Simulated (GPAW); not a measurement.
# Hf (Im-3m) in GPAW: single point with PBE

Aim: the single point of Hf with PBE.

Everything below comes from runs of GPAW 26.7.0. Logs are shortened: lines on timing, memory, paths and dates and some standing lists are left out, and cuts for length are marked. The log counts tension as positive stress, the text compression.

## (1) The crystal as given

It takes space group Im-3m (No. 229, cubic). Conventional cell: a = 3.610 Å, b = 3.610 Å, c = 3.610 Å, α = 90.00°, β = 90.00°, γ = 90.00°. Hf (site symmetry m-3m) has 8 Hf at 3.13 Å as nearest neighbours.

This isn't the form of Hf at room conditions, which is hcp.

## (2) Single point, PBE

run.py reads:

```python
from ase.dft.bandgap import bandgap
from ase.io import read, write
from ase.units import GPa
from gpaw import GPAW, PW

atoms = read('Hf.cif')

calc = GPAW(mode=PW(700),
            xc='PBE',
            kpts={'size': (10, 10, 10), 'gamma': True},
            occupations={'name': 'fermi-dirac', 'width': 0.05},
            nbands=14,
            convergence={'density': 1e-05, 'energy': 1e-05},
            maxiter=80,
            txt='gpaw.txt')
atoms.calc = calc
energy = atoms.get_potential_energy()
forces = atoms.get_forces()
stress = atoms.get_stress()
calc.write('gs.gpw')
write('result.traj', atoms)
print(f'Energy: {energy:.6f} eV')
print('Forces (eV/A):')
print(forces.round(4))
print('Stress (GPa):', (stress / GPa).round(3))
print('Fermi level:', round(calc.get_fermi_level(), 4), 'eV')
print(f'Gap: {bandgap(calc)[0]:.4f} eV, direct: {bandgap(calc, direct=True)[0]:.4f} eV')
```

Hf.cif reads:

```cif
data_Hf
_cell_length_a 3.12635171
_cell_length_b 3.12635171
_cell_length_c 3.12635171
_cell_angle_alpha 109.47122063
_cell_angle_beta 109.47122063
_cell_angle_gamma 109.47122063
_space_group_name_H-M_alt 'P1'
_space_group_name_Hall 'P 1'
_space_group_IT_number 1
loop_
_space_group_symop_operation_xyz
'x,y,z'
loop_
_atom_site_label
_atom_site_type_symbol
_atom_site_symmetry_multiplicity
_atom_site_Wyckoff_symbol
_atom_site_fract_x
_atom_site_fract_y
_atom_site_fract_z
_atom_site_occupancy
Hf1 Hf 1 a 0.0000000000 0.0000000000 0.0000000000 1
```

Potentials or basis: GPAW PAW data sets (gpaw-data 1.2.1), pw.

Launch:

```console
$ OMP_NUM_THREADS=1 python run.py
```

gpaw.txt:

```text
__  _  _
 | _ |_)|_||  |
 |__||  | ||/\| - 26.7.0

Input parameters:
  mode=PW(ecut=700.0),
  convergence={'density': 1e-05, 'energy': 1e-05},
  kpts=MonkhorstPack(size=(10, 10, 10), gamma=True),
  maxiter=80,
  nbands=14,
  occupations=Occupations(name='fermi-dirac', width=0.05),
  xc=XC(name='PBE')

Diagonalizing LCAO Hamiltonian
Converting LCAO to pw mode

       Hf

Atoms  # Å, Bohr magnetons
|   | symbol |        x |        y |        z |    initial magnetic moments |
|---|--------|----------|----------|----------|-----------------------------|
| 0 |     Hf | 0.000000 | 0.000000 | 0.000000 | ( 0.0000,  0.0000,  0.0000) |

Unit cell  # Å
| periodic |         x |         y |        z |  lengths |     angles |
|----------|-----------|-----------|----------|----------|------------|
|      yes |  3.126352 |  0.000000 | 0.000000 | 3.126352 | 109.471221 |
|      yes | -1.042117 |  2.947553 | 0.000000 | 3.126352 | 109.471221 |
|      yes | -1.042117 | -1.473776 | 2.552655 | 3.126352 | 109.471221 |

Number of symmetries: 48
Symmetry operations  # r_c * U_cc + t_c -> r_c
|    | kind |            matrix            |
|----|------|------------------------------|
|  0 |  σ   |  1, 1, 1,  0, 0,-1,  0,-1, 0 |
|  1 |  C4  |  1, 1, 1,  0, 0,-1, -1, 0, 0 |
|  2 |  C2  |  1, 1, 1,  0,-1, 0,  0, 0,-1 |
|  3 |  S6  |  1, 1, 1,  0,-1, 0, -1, 0, 0 |
|  4 |  S6  |  1, 1, 1, -1, 0, 0,  0, 0,-1 |
|  5 |  C4  |  1, 1, 1, -1, 0, 0,  0,-1, 0 |
|  6 |  E   |  1, 0, 0,  0, 1, 0,  0, 0, 1 |
|  7 |  σ   |  1, 0, 0,  0, 1, 0, -1,-1,-1 |
|  8 |  σ   |  1, 0, 0,  0, 0, 1,  0, 1, 0 |
|  9 |  C3  |  1, 0, 0,  0, 0, 1, -1,-1,-1 |
| 10 |  C3  |  1, 0, 0, -1,-1,-1,  0, 1, 0 |
| 11 |  σ   |  1, 0, 0, -1,-1,-1,  0, 0, 1 |
| 12 |  σ   |  0, 1, 0,  1, 0, 0,  0, 0, 1 |
| 13 |  C2  |  0, 1, 0,  1, 0, 0, -1,-1,-1 |
| 14 |  C3  |  0, 1, 0,  0, 0, 1,  1, 0, 0 |
| 15 |  S4  |  0, 1, 0,  0, 0, 1, -1,-1,-1 |
| 16 |  S4  |  0, 1, 0, -1,-1,-1,  1, 0, 0 |
| 17 |  C3  |  0, 1, 0, -1,-1,-1,  0, 0, 1 |
| 18 |  C3  |  0, 0, 1,  1, 0, 0,  0, 1, 0 |
| 19 |  S4  |  0, 0, 1,  1, 0, 0, -1,-1,-1 |
| 20 |  σ   |  0, 0, 1,  0, 1, 0,  1, 0, 0 |
| 21 |  C3  |  0, 0, 1,  0, 1, 0, -1,-1,-1 |
| 22 |  C2  |  0, 0, 1, -1,-1,-1,  1, 0, 0 |
| 23 |  S4  |  0, 0, 1, -1,-1,-1,  0, 1, 0 |
| 24 |  C4  |  0, 0,-1,  1, 1, 1,  0,-1, 0 |
| 25 |  σ   |  0, 0,-1,  1, 1, 1, -1, 0, 0 |
| 26 |  S6  |  0, 0,-1,  0,-1, 0,  1, 1, 1 |
| 27 |  C2  |  0, 0,-1,  0,-1, 0, -1, 0, 0 |
| 28 |  C4  |  0, 0,-1, -1, 0, 0,  1, 1, 1 |
| 29 |  S6  |  0, 0,-1, -1, 0, 0,  0,-1, 0 |
| 30 |  S6  |  0,-1, 0,  1, 1, 1,  0, 0,-1 |
| 31 |  C4  |  0,-1, 0,  1, 1, 1, -1, 0, 0 |
| 32 |  C4  |  0,-1, 0,  0, 0,-1,  1, 1, 1 |
| 33 |  S6  |  0,-1, 0,  0, 0,-1, -1, 0, 0 |
| 34 |  σ   |  0,-1, 0, -1, 0, 0,  1, 1, 1 |
| 35 |  C2  |  0,-1, 0, -1, 0, 0,  0, 0,-1 |
| 36 |  C2  | -1, 0, 0,  1, 1, 1,  0, 0,-1 |
| 37 |  S6  | -1, 0, 0,  1, 1, 1,  0,-1, 0 |
| 38 |  S6  | -1, 0, 0,  0, 0,-1,  1, 1, 1 |
| 39 |  C2  | -1, 0, 0,  0, 0,-1,  0,-1, 0 |
| 40 |  C2  | -1, 0, 0,  0,-1, 0,  1, 1, 1 |
| 41 |  i   | -1, 0, 0,  0,-1, 0,  0, 0,-1 |
| 42 |  S4  | -1,-1,-1,  1, 0, 0,  0, 1, 0 |
| 43 |  C3  | -1,-1,-1,  1, 0, 0,  0, 0, 1 |
| 44 |  C3  | -1,-1,-1,  0, 1, 0,  1, 0, 0 |
| 45 |  σ   | -1,-1,-1,  0, 1, 0,  0, 0, 1 |
| 46 |  S4  | -1,-1,-1,  0, 0, 1,  1, 0, 0 |
| 47 |  C2  | -1,-1,-1,  0, 0, 1,  0, 1, 0 |

BZ-sampling:
  Number of BZ points: 1000
  Number of IBZ points: 47

  Monkhorst-Pack size: [10, 10, 10]
  Monkhorst-Pack shift: [0.05, 0.05, 0.05]

K-points  # in reciprocal-cell coordinates
|     |                                coordinates |     weight |
|-----|--------------------------------------------|------------|
|   0 | (  0.00000000,   0.00000000,   0.00000000) | 0.00100000 |
|   1 | (  0.10000000,   0.00000000,   0.00000000) | 0.01200000 |
|   2 | (  0.10000000,   0.10000000,  -0.10000000) | 0.00600000 |
|   3 | (  0.20000000,   0.00000000,  -0.10000000) | 0.02400000 |
|   4 | (  0.20000000,   0.00000000,   0.00000000) | 0.01200000 |
|   5 | (  0.20000000,   0.10000000,  -0.10000000) | 0.02400000 |
|   6 | (  0.20000000,   0.20000000,  -0.20000000) | 0.00600000 |
|   7 | (  0.30000000,  -0.10000000,  -0.10000000) | 0.00800000 |
|   8 | (  0.30000000,   0.00000000,  -0.10000000) | 0.04800000 |
|   9 | (  0.30000000,   0.00000000,   0.00000000) | 0.01200000 |
| ... |                                            |            |
|  46 | (  0.50000000,   0.50000000,   0.50000000) | 0.00100000 |

Plane wave coefficients: 1001
Cutoff: 700.0 eV

Spin-components: 1 (collinear spins)
Bands:           14
Projectors:      6
Spin-degeneracy: 2
Datatype:        complex128

Parallelization:
  kpt:    1
  domain: 1
  band:   1

Density:
  Valence electrons: 12.0
  Components: 1
  Grid points: [20 20 20]
  Charge: 0.0  # |e|

Potential:
  Grid points: [20 20 20]

species:
  Hf:
    name:    Hafnium
    Z:       72.0
    valence: 12
    core:    60
    charge:  0.0  # [|e|]
    compensation charges:
      type: gauss
      rc: 0.41  # [Å]
      lmax: 2
    cutoffs:
      filter: 2.36  # [Å]
      core: 4.02  # [Å]
    projectors
    | kind |    occ | energy [eV] | rcut [Å] |
    |------|--------|-------------|----------|
    |   5s |  2.000 |     -66.831 |    1.397 |
    |   6s |  2.000 |      -5.097 |    1.397 |
    |   5p |  6.000 |     -35.599 |    1.307 |
    |   6p |  0.000 |      -1.401 |    1.307 |
    |   5d |  2.000 |      -2.699 |    1.334 |
    |    d |        |      24.513 |    1.334 |

    Using partial waves for Hf as LCAO basis

Reference energy: -409886.115275  # eV

eigensolver:
  PPCG
  Converge bands: occupied
  niter=2

density mixing:
  MSR1-Mixer
  Pratt-step length: 0.05
  Maximum mixing coefficient: 0.75
  Old densities: 10
  SVD Regularization: 0.005
  Good broyden scale: 1.0
  Trust region scale: 1.0
  Backstep threshold: 4.0
  History deletion threshold: 6.0
  Fourier metric: weight=20.0, sigma=0.015

occupation numbers:
  Fermi-Dirac:
    width: 0.0500  # eV

poisson solver:
  ecut: 5600.0  # eV

xc functional:
  name: PBE with 2 nearest neighbor stencil

convergence criteria:
- Maximum integral of absolute [dens]ity change: 1e-05 electrons / valence electron
- Maximum [total energy] change in last 3 cyles: 1e-05 eV / valence electron
- Maximum integral of absolute [eigenst]ate change: 4e-08 eV^2 / valence electron
maximum number of iterations: 80

SCF iterations
|iter     | |      energy | eigst |  dens |
|---------|-|-------------|-------|-------|
|iter:   1| |   -7.422781 | -0.29 |       |
|iter:   2| |   -7.404340 | -3.03 | -1.28 |
|iter:   3| |   -7.314281 | -1.92 | -1.31 |
|iter:   4| |   -7.318631 | -3.23 | -1.94 |
|iter:   5| |   -7.319793 | -4.39 | -2.35 |
|iter:   6| |   -7.319795 | -6.32 | -3.68 |
|iter:   7| |   -7.319795c| -7.28 | -4.15 |
|iter:   8| |   -7.319795c| -9.00c| -5.51c|

Converged in 8 steps
Energy contributions relative to reference atoms: (reference = -409886.115275)

Energy contributions:
  Kinetic:           2.887714
  Coulomb:          -3.105957
  Zero:             -0.495900
  External:          0.000000
  Xc:               -6.597925
  Entropy:          -0.015453
  Spinorbit:         0.000000
  ----------------------------
  Free energy:      -7.327522
  Extrapolated:     -7.319795

dipole moment: (-3.785296, -5.353217, -9.272044)  # |e|*Ang

Fermi level: 9.045
Eigenvalues  # (at kpt = [0.000, 0.000, 0.000])
| band index |      eig [eV] | occ [0-2] |
|------------|---------------|-----------|
|          0 |       -52.526 |     2.000 |
|          1 |       -21.022 |     2.000 |
|          2 |       -21.022 |     2.000 |
|          3 |       -21.022 |     2.000 |
|          4 |         2.206 |     2.000 |
|          5 |        10.536 |     0.000 |
|          6 |        10.536 |     0.000 |
|          7 |        10.536 |     0.000 |
|          8 |        13.155 |     0.000 |
|          9 |        13.155 |     0.000 |
|         10 |        22.251 |     0.000 |
|         11 |        22.251 |     0.000 |
|         12 |        22.251 |     0.000 |
|         13 |        31.087 |     0.000 |

No gap
No difference between direct/indirect transitions

Forces  # eV/Ang
|       x |        y |        z |
|---------|----------|----------|
| 0.00000 | -0.00000 | -0.00000 |  # Hf   0

Stress tensor  # eV/Ang^3
|         x |         y |         z |
|-----------|-----------|-----------|
|  0.028759 | -0.000000 | -0.000000 |
| -0.000000 |  0.028759 | -0.000000 |
| -0.000000 | -0.000000 |  0.028759 |

# Writing to gs.gpw (mode='')
```

stdout:

```text
Energy: -7.319795 eV
Forces (eV/A):
[[ 0. -0. -0.]]
Stress (GPa): [ 4.608  4.608  4.608 -0.    -0.    -0.   ]
Fermi level: 9.045 eV
Gap: 0.0000 eV, direct: 0.0000 eV
```

Run time: 12 s. Hardware: 1 thread of Intel Xeon at 2.70GHz, shared host; peak memory 0.15 GiB.

Results:

| Quantity | Value |
| --- | --- |
| Free energy | -7.3275 eV |
| Pressure | -4.6 GPa |
| Band gap on the k mesh | none (metal or under the smearing width) |

Levels at points of the mesh, in eV from the Fermi level:
| k point | band 3 | band 4 | band 5 | band 6 | band 7 | band 8 | band 9 | band 10 |
| --- | --- | --- | --- | --- | --- | --- | --- | --- |
| (0.00, 0.00, 0.00) | -30.07 | -30.07 | -6.84 | 1.49 | 1.49 | 1.49 | 4.11 | 4.11 |
| (0.50, 0.50, 0.00) | -30.29 | -30.07 | -3.20 | -0.41 | 0.86 | 3.92 | 4.86 | 7.15 |
| (0.50, 0.50, 0.50) | -30.55 | -30.55 | -2.36 | -2.36 | 6.39 | 6.39 | 6.39 | 6.83 |

The run has no spin-orbit coupling, so splittings on Hf are missing.
